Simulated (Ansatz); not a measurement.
# Mg: strong compression

Aim: compress Mg (simple hexagonal type) step by step, far beyond the usual range, and follow pressure and electronic structure. The runs shown use LAPW, crystal datasets and norm-conserving. Companion runs by PAW are cited. Its runs: the reference run (LAPW); volume scaled by 1 (crystal datasets and norm-conserving); volume scaled by 0.88 (LAPW); volume scaled by 0.78 (LAPW); volume scaled by 0.68 (LAPW and norm-conserving); volume scaled by 0.58 (LAPW); volume scaled by 0.5 (LAPW); volume scaled by 0.43 (LAPW, crystal datasets and norm-conserving).

Program: Ansatz 0.2.0. Level of theory: DFT PBE, with the methods named in each step. These are calculated values, not measurements.

### Step 1. The structure to begin with

It takes space group P6/mmm (No. 191, hexagonal). Conventional cell: a = 3.089 Å, b = 3.089 Å, c = 3.108 Å, α = 90.00°, β = 90.00°, γ = 120.00°. Mg (site symmetry 6/mmm) is surrounded by 8 Mg at 3.09 to 3.11 Å.

Coordinates:

```cif
data_structure
_symmetry_space_group_name_H-M 'P6/mmm'
_symmetry_Int_Tables_number 191
_cell_length_a 3.0893
_cell_length_b 3.0893
_cell_length_c 3.1078
_cell_angle_alpha 90.000
_cell_angle_beta 90.000
_cell_angle_gamma 120.000
_cell_volume 25.69
loop_
_atom_site_label
_atom_site_type_symbol
_atom_site_symmetry_multiplicity
_atom_site_Wyckoff_symbol
_atom_site_fract_x
_atom_site_fract_y
_atom_site_fract_z
_atom_site_occupancy
Mg1 Mg 1 a 0.00000 0.00000 0.00000 1
```

The file gives the conventional cell by its symmetry; the runs use the cell typed in the input.

Whether this phase is the stable one at these pressures isn't tested.

### Step 2. The reference volume, LAPW

File input.yaml:

```yaml
crystal:
  lattice:
    - [3.0892807173, 0.0, 0.0]
    - [-1.5446403587, 2.6753955806, 0.0]
    - [0.0, 0.0, 3.1077571022]
  atoms:
    - { symbol: Mg, position: [0.0, 0.0, 0.0] }
kpoints:
  mp_grid: { grid: [14, 14, 13] }
  band_path:
    path:
      - [0.0, 0.0, 0.0]
      - [0.5, 0.0, 0.0]
      - [0.3333333333, 0.3333333333, 0.0]
      - [0.0, 0.0, 0.0]
      - [0.0, 0.0, 0.5]
      - [0.5, 0.0, 0.5]
      - [0.3333333333, 0.3333333333, 0.5]
      - [0.0, 0.0, 0.5]
      - [0.5, 0.0, 0.5]
    npoints: 14
scf:
  occupations: { method: fermi_dirac, width: 0.1 }
hamiltonian:
  xc: pbe
  pseudopotentials: { kind: all_electron, lapw: { basis_error: 0.001 } }
output:
  forces: true
  stress: true
  eigenvalues: true
  populations: true
  dos: { projected: true, de: 0.2, e_range: [-14, 8] }
```

On the command line:

```
ansatz run input.yaml --threads 1 --pin off --max-ram 2048MiB --backend cpu --events-out ev --progress --plain --runs-dir out
```

### Step 3. Volume scaled by 1, crystal datasets

File input.yaml:

```yaml
crystal:
  lattice:
    - [3.0892807173, 0.0, 0.0]
    - [-1.5446403587, 2.6753955806, 0.0]
    - [0.0, 0.0, 3.1077571022]
  atoms:
    - { symbol: Mg, position: [0.0, 0.0, 0.0] }
kpoints:
  mp_grid: { grid: [14, 14, 13] }
scf:
  occupations: { method: fermi_dirac, width: 0.1 }
hamiltonian:
  xc: pbe
  pseudopotentials: { kind: all_electron, datasets: crystal }
output:
  forces: true
  stress: true
  eigenvalues: true
```

### Step 4. Volume scaled by 1, norm-conserving

input.yaml: that of step 3 with these lines changed.

```diff
@@ -13,3 +13,3 @@
   xc: pbe
-  pseudopotentials: { kind: all_electron, datasets: crystal }
+  pseudopotentials: { kind: nc }
 output:
```

### Step 5. Volume scaled by 0.88, LAPW

File input.yaml:

```yaml
crystal:
  lattice:
    - [2.9810211058, 0.0, 0.0]
    - [-1.4905105529, 2.5816400068, 0.0]
    - [0.0, 0.0, 2.9370705953]
  atoms:
    - { symbol: Mg, position: [0.0, 0.0, 0.0] }
kpoints:
  mp_grid: { grid: [14, 14, 13] }
scf:
  occupations: { method: fermi_dirac, width: 0.1 }
hamiltonian:
  xc: pbe
  pseudopotentials: { kind: all_electron, lapw: { basis_error: 0.001 } }
output:
  forces: true
  stress: true
  eigenvalues: true
  populations: true
```

### Step 6. Volume scaled by 0.78, LAPW

input.yaml: that of step 5 with these lines changed.

```diff
@@ -2,5 +2,5 @@
   lattice:
-    - [2.9810211058, 0.0, 0.0]
-    - [-1.4905105529, 2.5816400068, 0.0]
-    - [0.0, 0.0, 2.9370705953]
+    - [2.8785862578, 0.0, 0.0]
+    - [-1.4392931289, 2.4929288262, 0.0]
+    - [0.0, 0.0, 2.7918875502]
   atoms:
```

### Step 7. Volume scaled by 0.68, LAPW

input.yaml: that of step 6 with these lines changed.

```diff
@@ -2,5 +2,5 @@
   lattice:
-    - [2.8785862578, 0.0, 0.0]
-    - [-1.4392931289, 2.4929288262, 0.0]
-    - [0.0, 0.0, 2.7918875502]
+    - [2.7639528642, 0.0, 0.0]
+    - [-1.3819764321, 2.3936533952, 0.0]
+    - [0.0, 0.0, 2.6400336522]
   atoms:
```

### Step 8. Volume scaled by 0.68, norm-conserving

input.yaml: that of step 7 with these lines changed.

```diff
@@ -13,3 +13,3 @@
   xc: pbe
-  pseudopotentials: { kind: all_electron, lapw: { basis_error: 0.001 } }
+  pseudopotentials: { kind: nc }
 output:
@@ -18,2 +18 @@
   eigenvalues: true
-  populations: true
```

### Step 9. Volume scaled by 0.58, LAPW

File input.yaml:

```yaml
crystal:
  lattice:
    - [2.6344114709, 0.0, 0.0]
    - [-1.3172057355, 2.2814672579, 0.0]
    - [0.0, 0.0, 2.4786921478]
  atoms:
    - { symbol: Mg, position: [0.0, 0.0, 0.0] }
kpoints:
  mp_grid: { grid: [14, 14, 13] }
scf:
  occupations: { method: fermi_dirac, width: 0.1 }
hamiltonian:
  xc: pbe
  pseudopotentials: { kind: all_electron, lapw: { basis_error: 0.001 } }
output:
  forces: true
  stress: true
  eigenvalues: true
  populations: true
```

### Step 10. Volume scaled by 0.5, LAPW

input.yaml: that of step 9 with these lines changed.

```diff
@@ -2,5 +2,5 @@
   lattice:
-    - [2.6344114709, 0.0, 0.0]
-    - [-1.3172057355, 2.2814672579, 0.0]
-    - [0.0, 0.0, 2.4786921478]
+    - [2.5171844316, 0.0, 0.0]
+    - [-1.2585922158, 2.1799456638, 0.0]
+    - [0.0, 0.0, 2.3404628134]
   atoms:
```

### Step 11. Volume scaled by 0.43, LAPW

File input.yaml:

```yaml
crystal:
  lattice:
    - [2.4013257785, 0.0, 0.0]
    - [-1.2006628893, 2.0796091269, 0.0]
    - [0.0, 0.0, 2.2117096066]
  atoms:
    - { symbol: Mg, position: [0.0, 0.0, 0.0] }
kpoints:
  mp_grid: { grid: [14, 14, 13] }
  band_path:
    path:
      - [0.0, 0.0, 0.0]
      - [0.5, 0.0, 0.0]
      - [0.3333333333, 0.3333333333, 0.0]
      - [0.0, 0.0, 0.0]
      - [0.0, 0.0, 0.5]
      - [0.5, 0.0, 0.5]
      - [0.3333333333, 0.3333333333, 0.5]
      - [0.0, 0.0, 0.5]
      - [0.5, 0.0, 0.5]
    npoints: 8
scf:
  occupations: { method: fermi_dirac, width: 0.1 }
hamiltonian:
  xc: pbe
  pseudopotentials: { kind: all_electron, lapw: { basis_error: 0.001 } }
output:
  forces: true
  stress: true
  eigenvalues: true
  populations: true
  dos: { projected: true, de: 0.2, e_range: [-14, 8] }
```

### Step 12. Volume scaled by 0.43, crystal datasets

File input.yaml:

```yaml
crystal:
  lattice:
    - [2.4013257785, 0.0, 0.0]
    - [-1.2006628893, 2.0796091269, 0.0]
    - [0.0, 0.0, 2.2117096066]
  atoms:
    - { symbol: Mg, position: [0.0, 0.0, 0.0] }
kpoints:
  mp_grid: { grid: [14, 14, 13] }
scf:
  occupations: { method: fermi_dirac, width: 0.1 }
hamiltonian:
  xc: pbe
  pseudopotentials: { kind: all_electron, datasets: crystal }
output:
  forces: true
  stress: true
  eigenvalues: true
```

### Step 13. Volume scaled by 0.43, norm-conserving

input.yaml: that of step 12 with these lines changed.

```diff
@@ -13,3 +13,3 @@
   xc: pbe
-  pseudopotentials: { kind: all_electron, datasets: crystal }
+  pseudopotentials: { kind: nc }
 output:
```

(Steps that only read results are left out.)

**Question.** What will these runs give? Wanted: LAPW pressure at 0.43 of the volume; PAW pressure at 0.43 of the volume; PAW; crystal datasets pressure at 0.43 of the volume; norm-conserving pressure at 0.43 of the volume; fitted bulk modulus at zero pressure.

As calculated:

```
                                                      quantity      value
                           LAPW pressure at 0.43 of the volume  108.5 GPa
                            PAW pressure at 0.43 of the volume  108.5 GPa
PAW (partial_waves polarizable) pressure at 0.43 of the volume  108.5 GPa
               crystal datasets pressure at 0.43 of the volume  108.5 GPa
                norm-conserving pressure at 0.43 of the volume  108.7 GPa
                   fitted bulk modulus at zero pressure (LAPW)   26.7 GPa
                                       its pressure derivative       3.79
```

In words: At 0.43 of the starting volume LAPW gives 108 GPa. One third-order Birch-Murnaghan curve follows these points (B₀ = 26.7 GPa, B′ = 3.79, misfit at most 0.04 GPa). A fit over so wide a range leans to the high pressures, so B₀ can be off by several per cent. Where LAPW's pressure is over 3 GPa, PAW's departs from it by at most 0.5 %, at 0.88 of the volume. The ions are at rest, and the electrons smeared by 0.1 eV.
